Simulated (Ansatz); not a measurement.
BN: random displacements

Method: DFT LDA, scalar-relativistic, plane waves, PAW (Ansatz). Cutoff 420 eV, Γ-centred 12×12×4 k-points, Gaussian smearing of 0.05 eV. No spin polarisation. Energies are free energies at this smearing, counted from the undisturbed cell; pressure is positive in compression.

The starting cell (as given, not relaxed at this level):

```
B N
1.0
     2.50399    0.00000    0.00000
    -1.25200    2.16852    0.00000
     0.00000    0.00000    6.66120
B N
2 2
Cartesian
  0.0000 1.4457 1.6653
  1.2520 0.7228 4.9959
  0.0000 1.4457 4.9959
  1.2520 0.7228 1.6653
```

The cell holds layers and no dispersion correction was added, so their binding is poorly described.

The atoms are displaced (Å, in the unstrained cell):

```tsv
atom	ux	uy	uz
B1	-0.032	0.045	-0.032
B2	0.015	-0.052	0.026
N3	0.039	0.003	0.027
N4	-0.023	0.004	-0.022
```

The cell is not strained.

Task: What are the energy change, the stress and the forces?

Result: ΔE = 29.3 meV/atom; stress (xx, yy, zz, yz, xz, xy; compression positive) (-10.59, 0.69, -0.61, 0.07, -0.01, -0.72) GPa; gap on the mesh 3.80 eV.
```csv
atom,Fx (eV/Å),Fy,Fz
B1,0.33,-1.82,0.15
B2,0.81,2.45,0.00
N3,-0.82,-2.45,-0.02
N4,-0.32,1.81,-0.13
```

Cost: 1 run of about 0.083 core-minutes, on Intel Xeon 6975P-C (Granite Rapids) (shared hosts).